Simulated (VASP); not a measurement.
# C (Fd-3m) in VASP: further runs

The runs below take C through band structure, Born charges and dielectric tensor, with PBEsol.

All numbers are computed with VASP 6.6.1; they aren't measurements. Logs are shortened: lines on timing, memory, paths and dates and some standing lists are left out, and cuts for length are marked.

## Step 1: Starting point

The structure is cubic, space group Fd-3m (No. 227). The conventional cell has a = 3.557 Å, b = 3.557 Å, c = 3.557 Å, α = 90.00°, β = 90.00°, γ = 90.00°. C (site symmetry -43m) has 4 C at 1.54 Å as nearest neighbours.

This isn't the form of C at room conditions, which is graphite.

## Step 2: Band structure, PBEsol

File INCAR:

```
SYSTEM = C
PREC = Accurate
ENCUT = 520
EDIFF = 1E-7
ISMEAR = 0
SIGMA = 0.02
LREAL = .False.
LASPH = .True.
NELM = 80
ALGO = Fast
ISIF = 2
LWAVE = .False.
LCHARG = .False.
GGA = PS
```

File KPOINTS:

```
Automatic mesh
0
Gamma
  14 14 14
  0 0 0
```

File POSCAR:

```
C                                       
1.0
    0.0000000000      1.7783294398      1.7783294398
    1.7783294398      0.0000000000      1.7783294398
    1.7783294398      1.7783294398      0.0000000000
  C             
     2
Direct
     0.0000000000000000    0.0000000000000000    0.0000000000000000
     0.2500000000000000    0.2500000000000000    0.2500000000000000
```

File KPOINTS_OPT:

```
path GXWKGLUWLK,UX
10
line-mode
reciprocal
 0.0000000000  0.0000000000  0.0000000000  G
 0.5000000000  0.0000000000  0.5000000000  X

 0.5000000000  0.0000000000  0.5000000000  X
 0.5000000000  0.2500000000  0.7500000000  W

 0.5000000000  0.2500000000  0.7500000000  W
 0.3750000000  0.3750000000  0.7500000000  K

 0.3750000000  0.3750000000  0.7500000000  K
 0.0000000000  0.0000000000  0.0000000000  G

 0.0000000000  0.0000000000  0.0000000000  G
 0.5000000000  0.5000000000  0.5000000000  L

 0.5000000000  0.5000000000  0.5000000000  L
 0.6250000000  0.2500000000  0.6250000000  U

 0.6250000000  0.2500000000  0.6250000000  U
 0.5000000000  0.2500000000  0.7500000000  W

 0.5000000000  0.2500000000  0.7500000000  W
 0.5000000000  0.5000000000  0.5000000000  L

 0.5000000000  0.5000000000  0.5000000000  L
 0.3750000000  0.3750000000  0.7500000000  K

 0.6250000000  0.2500000000  0.6250000000  U
 0.5000000000  0.0000000000  0.5000000000  X
```

Potentials or basis: VASP PAW PBE potentials, release 64 (C).

Launch:

```sh
$ cat potpaw_PBE.64/C/POTCAR > POTCAR
$ mpirun -np 1 vasp_std > vasp.out
```

OUTCAR:

```text
SYSTEM = C
   PREC = Accurate
   ENCUT = 520
   EDIFF = 1E-7
   ISMEAR = 0
   LREAL = .False.
   LASPH = .True.
   NELM = 80
   ISIF = 2
   GGA = PS

 ion  position               nearest neighbor table
   1  0.000  0.000  0.000-   2 1.54   2 1.54   2 1.54   2 1.54
   2  0.250  0.250  0.250-   1 1.54   1 1.54   1 1.54   1 1.54

  LATTYP: Found a face centered cubic cell.
 ALAT       =     3.5566588796

  Lattice vectors:

 A1 = (   0.0000000000,   1.7783294398,   1.7783294398)
 A2 = (   1.7783294398,   0.0000000000,   1.7783294398)
 A3 = (   1.7783294398,   1.7783294398,   0.0000000000)

Analysis of symmetry for initial positions (statically):
=====================================================================
 Subroutine PRICEL returns:
 Original cell was already a primitive cell.

 Routine SETGRP: Setting up the symmetry group for a
 face centered cubic supercell.

 Subroutine GETGRP returns: Found 48 space group operations
 (whereof 24 operations were pure point group operations)
 out of a pool of 48 trial point group operations.

The static configuration has the point symmetry T_d .
 The point group associated with its full space group is O_h .

Analysis of symmetry for dynamics (positions and initial velocities):
=====================================================================
 Subroutine PRICEL returns:
 Original cell was already a primitive cell.

 Routine SETGRP: Setting up the symmetry group for a
 face centered cubic supercell.

 Subroutine GETGRP returns: Found 48 space group operations
 (whereof 24 operations were pure point group operations)
 out of a pool of 48 trial point group operations.

The dynamic configuration has the point symmetry T_d .
 The point group associated with its full space group is O_h .

 Subroutine INISYM returns: Found 48 space group operations
 (whereof 24 operations are pure point group operations),
 and found     1 'primitive' translations

----------------------------------------------------------------------------------------

                                     Primitive cell

  volume of cell :      11.2478

  direct lattice vectors                    reciprocal lattice vectors
     0.000000000  1.778329440  1.778329440    -0.281162752  0.281162752  0.281162752
     1.778329440  0.000000000  1.778329440     0.281162752 -0.281162752  0.281162752
     1.778329440  1.778329440  0.000000000     0.281162752  0.281162752 -0.281162752

  length of vectors
     2.514937612  2.514937612  2.514937612     0.486988172  0.486988172  0.486988172

  position of ions in fractional coordinates (direct lattice)
     0.000000000  0.000000000  0.000000000
     0.250000000  0.250000000  0.250000000

  ion indices of the primitive-cell ions
   primitive index   ion index
                 1           1
                 2           2

----------------------------------------------------------------------------------------

 KPOINTS: Automatic mesh

Automatic generation of k-mesh.
 Grid dimensions read from file:
 generate k-points for:   14   14   14

 Generating k-lattice:

  Cartesian coordinates                     Fractional coordinates (reciprocal lattice)
    -0.020083054  0.020083054  0.020083054     0.071428571  0.000000000  0.000000000
     0.020083054 -0.020083054  0.020083054     0.000000000  0.071428571  0.000000000
     0.020083054  0.020083054 -0.020083054     0.000000000  0.000000000  0.071428571

  Length of vectors
     0.034784869  0.034784869  0.034784869

  Shift w.r.t. Gamma in fractional coordinates (k-lattice)
     0.000000000  0.000000000  0.000000000

 Subroutine IBZKPT returns following result:
 ===========================================

 Found    104 irreducible k-points:

 Following reciprocal coordinates:
            Coordinates               Weight
  0.000000  0.000000  0.000000      1.000000
  0.071429  0.000000  0.000000      8.000000
  0.142857  0.000000  0.000000      8.000000
  0.214286  0.000000  0.000000      8.000000
  0.285714  0.000000  0.000000      8.000000
  0.357143  0.000000  0.000000      8.000000
[... 16 lines left out ...]
  0.214286  0.142857  0.000000     24.000000
  0.285714  0.142857  0.000000     24.000000
 [... further k-points ...]
   k-points           NKPTS =    104   k-points in BZ     NKDIM =    104   number of bands    NBANDS=      8
   number of dos      NEDOS =    301   number of ions     NIONS =      2
   total plane-waves  NPLWV =   8000
   dimension x,y,z NGX =    20 NGY =   20 NGZ =   20
   dimension x,y,z NGXF=    40 NGYF=   40 NGZF=   40
   ions per type =               2
   NGX,Y,Z   is equivalent  to a cutoff of  13.22, 13.22, 13.22 a.u.
   NGXF,Y,Z  is equivalent  to a cutoff of  26.44, 26.44, 26.44 a.u.
 SYSTEM =  C
   PREC   = accura    normal or accurate (medium, high low for compatibility)
   ISTART =      0    job   : 0-new  1-cont  2-samecut
   ICHARG =      2    charge: 1-file 2-atom 10-const
   ISPIN  =      1    spin polarized calculation?
   LNONCOLLINEAR =      F non collinear calculations
   LSORBIT =      F    spin-orbit coupling
   LASPH  =      T    aspherical Exc in radial PAW
   ENCUT  =  520.0 eV  38.22 Ry    6.18 a.u.   4.68  4.68  4.68*2*pi/ulx,y,z
   NELM   =     80;   NELMIN=  2; NELMDL= -5     # of ELM steps
   EDIFF  = 0.1E-06   stopping-criterion for ELM
   LREAL  =      F    real-space projection
   EDIFFG = 0.1E-05   stopping-criterion for IOM
   NSW    =      0    number of steps for IOM
   IBRION =     -1    ionic relax: 0-MD 1-quasi-New 2-CG
   NFREE  =      0    steps in history (QN), initial steepest desc. (CG)
   ISIF   =      2    stress and relaxation
   ISYM   =      2    0-nonsym 1-usesym 2-fastsym
   POTIM  = 0.5000    time-step for ionic-motion
   TEBEG  =    0.0;   TEEND  =   0.0 temperature during run
   PSTRESS=    0.0 pullay stress
   NELECT =       8.0000    total number of electrons
   NUPDOWN=      -1.0000    fix difference up-down
   EMIN   =  10.00;   EMAX   =-10.00  energy-range for DOS
   EFERMI =   0.00;   METHOD = LEGACY
   ISMEAR =     0;   SIGMA  =   0.02  broadening in eV -4-tet -1-fermi 0-gaus
   EFERMI_NEDOS =   21; number of points for ismear=-14 and -15
   IALGO  =     68    algorithm
   IMIX   =      4    mixing-type and parameters
     AMIX     =   0.40;   BMIX     =  1.00
     AMIX_MAG =   1.60;   BMIX_MAG =  1.00
  volume/ion in A,a.u.               =       5.62        37.95
  Fermi-wavevector in a.u.,A,eV,Ry     =   1.461333  2.761519 29.055173  2.135495
  Thomas-Fermi vector in A             =   2.577677
   LORBIT       =      0    0 simple, 1 ext, 2 COOP (PROOUT), +10 PAW based schemes
   GGA     = PS    functional components
   LHFCALC =     F    Hartree Fock is set to
   AEXX    =    0.0000 exact exchange contribution
   IVDW    =     0    specifies the selected vdW correction
   LEPSILON=     F    determine dielectric tensor
   LRPA    =     F    only Hartree local field effects (RPA)
 non-spin polarized calculation
 RMM-DIIS sequential band-by-band and
 Gauss-broadening in eV      SIGMA  =   0.02
  energy-cutoff  :      520.00
  volume of cell :       11.25
 maximum number of plane-waves:       316
   NGX =  9   NGY =  9   NGZ =  9

 number of electron       7.9999999 magnetization

 Free energy of the ion-electron system (eV)
  ---------------------------------------------------
  ext. energy  EPLUGINS =         0.00000000
  ---------------------------------------------------
  free energy    TOTEN  =       -19.24986080 eV

  energy without entropy =      -19.24986080  energy(sigma->0) =      -19.24986080

 E-fermi :  10.0219     XC(G=0): -13.4749

 val. band max:        9.8327321942   @ k =   0.0000   0.0000   0.0000
 cond. band min:      13.8577615600   @ k =   0.3571   0.3571   0.0000
 fundamental gap:      4.0250293658
 Fermi energy:        10.0218516834

 k-point     1 :       0.0000    0.0000    0.0000
  band No.  band energies     occupation
      1     -11.8038      2.00000
      2       9.8327      2.00000
      3       9.8327      2.00000
      4       9.8327      2.00000
      5      15.3952      0.00000
      6      15.3952      0.00000
      7      15.3952      0.00000
      8      23.3954      0.00000

 k-point     2 :       0.0714    0.0000    0.0000
  band No.  band energies     occupation
      1     -11.6613      2.00000
      2       8.8856      2.00000
      3       9.5848      2.00000
      4       9.5848      2.00000
      5      15.7188      0.00000
      6      15.7188      0.00000
      7      15.9635      0.00000
      8      23.5047      0.00000

 k-point     3 :       0.1429    0.0000    0.0000
  band No.  band energies     occupation
      1     -11.2348      2.00000
      2       6.8187      2.00000
      3       9.0099      2.00000
      4       9.0099      2.00000
      5      16.4746      0.00000
      6      16.4746      0.00000
      7      16.9468      0.00000
      8      23.8215      0.00000

 k-point     4 :       0.2143    0.0000    0.0000
  band No.  band energies     occupation
      1     -10.5285      2.00000
      2       4.4034      2.00000
      3       8.3631      2.00000
      4       8.3631      2.00000
      5      17.2821      0.00000
      6      17.2821      0.00000
      7      17.7362      0.00000
      8      24.2903      0.00000

 k-point     5 :       0.2857    0.0000    0.0000
  band No.  band energies     occupation
      1      -9.5509      2.00000
      2       1.9466      2.00000
      3       7.7903      2.00000
      4       7.7903      2.00000
      5      17.8680      0.00000
      6      17.8680      0.00000
      7      18.2547      0.00000
      8      24.7887      0.00000
[... 177 lines left out ...]
 k-point    22 :       0.1429    0.1429    0.0000
  band No.  band energies     occupation
      1     -11.0455      2.00000
      2       7.7041      2.00000
      3       7.7041      2.00000
      4       8.1480      2.00000
      5      14.8598      0.00000
      6      18.1647      0.00000
      7      18.1647      0.00000
      8      23.0611      0.00000

 k-point    23 :       0.2143    0.1429    0.0000
  band No.  band energies     occupation
      1     -10.5274      2.00000
      2       5.9835      2.00000
      3       7.0092      2.00000
      4       7.7936      2.00000
      5      15.0256      0.00000
      6      19.1462      0.00000
      7      19.1731      0.00000
      8      22.4866      0.00000

 k-point    24 :       0.2857    0.1429    0.0000
  band No.  band energies     occupation
      1      -9.7335      2.00000
      2       3.7540      2.00000
      3       6.4614      2.00000
      4       7.2193      2.00000
      5      15.7016      0.00000
      6      19.8559      0.00000
      7      19.9290      0.00000
      8      22.1777      0.00000

 [... further k-points ...]

------------------------ aborting loop because EDIFF is reached ----------------------------------------

  FORCE on cell =-STRESS in cart. coord.  units (eV):
  Direction    XX          YY          ZZ          XY          YZ          ZX
  --------------------------------------------------------------------------------------
  -------------------------------------------------------------------------------------
  Total        0.0007901      0.0007901      0.0007901     -0.0000000      0.0000000     -0.0000000
  in kB        0.1125429      0.1125429      0.1125429     -0.0000000      0.0000000     -0.0000000
  external PRESSURE =       0.1125429 kB  Pullay stress =       0.0000000 kB

 VOLUME and BASIS-vectors are now :
 -----------------------------------------------------------------------------
  energy-cutoff  :      520.00
  volume of cell :       11.25
      direct lattice vectors                 reciprocal lattice vectors
     0.000000000  1.778329440  1.778329440    -0.281162752  0.281162752  0.281162752
     1.778329440  0.000000000  1.778329440     0.281162752 -0.281162752  0.281162752
     1.778329440  1.778329440  0.000000000     0.281162752  0.281162752 -0.281162752

 POSITION                                       TOTAL-FORCE (eV/Angst)
 -----------------------------------------------------------------------------------
      0.00000      0.00000      0.00000         0.000000      0.000000      0.000000
      0.88916      0.88916      0.88916        -0.000000     -0.000000     -0.000000
 -----------------------------------------------------------------------------------
    total drift:                                0.000000      0.000000      0.000000

  FREE ENERGIE OF THE ION-ELECTRON SYSTEM (eV)
  ---------------------------------------------------
  free  energy   TOTEN  =       -19.2498608012 eV

  energy  without entropy=      -19.2498608012  energy(sigma->0) =      -19.24986080
```

Run time: 11 s. Hardware: 1 thread of Intel Xeon Platinum 8375C at 2.90GHz (Ice Lake), shared host; peak memory 0.13 GiB.

What came out:

```
Free energy             : -19.2499 eV
Pressure                : 0.0 GPa
Band gap on the k mesh  : 4.03 eV, indirect (least direct gap 5.56 eV)
Band gap along the path : 4.04 eV, indirect (least direct gap 5.56 eV)
```

Levels at the corners of the path, in eV from the valence-band top:
| point | band 1 | band 2 | band 3 | band 4 | band 5 | band 6 | band 7 | band 8 |
| --- | --- | --- | --- | --- | --- | --- | --- | --- |
| Γ | -21.64 | 0.00 | 0.00 | 0.00 | 5.56 | 5.56 | 5.56 | 13.56 |
| X | -12.84 | -12.84 | -6.39 | -6.39 | 4.62 | 4.62 | 16.92 | 16.92 |
| X | -12.84 | -12.84 | -6.39 | -6.39 | 4.62 | 4.62 | 16.92 | 16.92 |
| W | -12.00 | -12.00 | -8.49 | -8.49 | 10.50 | 10.50 | 12.42 | 12.42 |
| W | -12.00 | -12.00 | -8.49 | -8.49 | 10.50 | 10.50 | 12.42 | 12.42 |
| K | -13.01 | -11.80 | -9.50 | -5.44 | 5.55 | 10.70 | 14.44 | 15.74 |
| K | -13.01 | -11.80 | -9.50 | -5.44 | 5.55 | 10.70 | 14.44 | 15.74 |
| Γ | -21.64 | 0.00 | 0.00 | 0.00 | 5.56 | 5.56 | 5.56 | 13.56 |
| Γ | -21.64 | 0.00 | 0.00 | 0.00 | 5.56 | 5.56 | 5.56 | 13.56 |
| L | -15.76 | -13.56 | -2.83 | -2.83 | 8.42 | 8.42 | 8.96 | 15.57 |
| L | -15.76 | -13.56 | -2.83 | -2.83 | 8.42 | 8.42 | 8.96 | 15.57 |
| U | -13.01 | -11.80 | -9.50 | -5.44 | 5.55 | 10.70 | 14.44 | 15.74 |
| U | -13.01 | -11.80 | -9.50 | -5.44 | 5.55 | 10.70 | 14.44 | 15.74 |
| W | -12.00 | -12.00 | -8.49 | -8.49 | 10.50 | 10.50 | 12.42 | 12.42 |
| W | -12.00 | -12.00 | -8.49 | -8.49 | 10.50 | 10.50 | 12.42 | 12.42 |
| L | -15.76 | -13.56 | -2.83 | -2.83 | 8.42 | 8.42 | 8.96 | 15.57 |
| L | -15.76 | -13.56 | -2.83 | -2.83 | 8.42 | 8.42 | 8.96 | 15.57 |
| K | -13.01 | -11.80 | -9.50 | -5.44 | 5.55 | 10.70 | 14.44 | 15.74 |
| U | -13.01 | -11.80 | -9.50 | -5.44 | 5.55 | 10.70 | 14.44 | 15.74 |
| X | -12.84 | -12.84 | -6.39 | -6.39 | 4.62 | 4.62 | 16.92 | 16.92 |

Caveat: the PAW data sets were made with another functional, which shifts forces and pressure a little.

(Continued in part 2 of 2.)
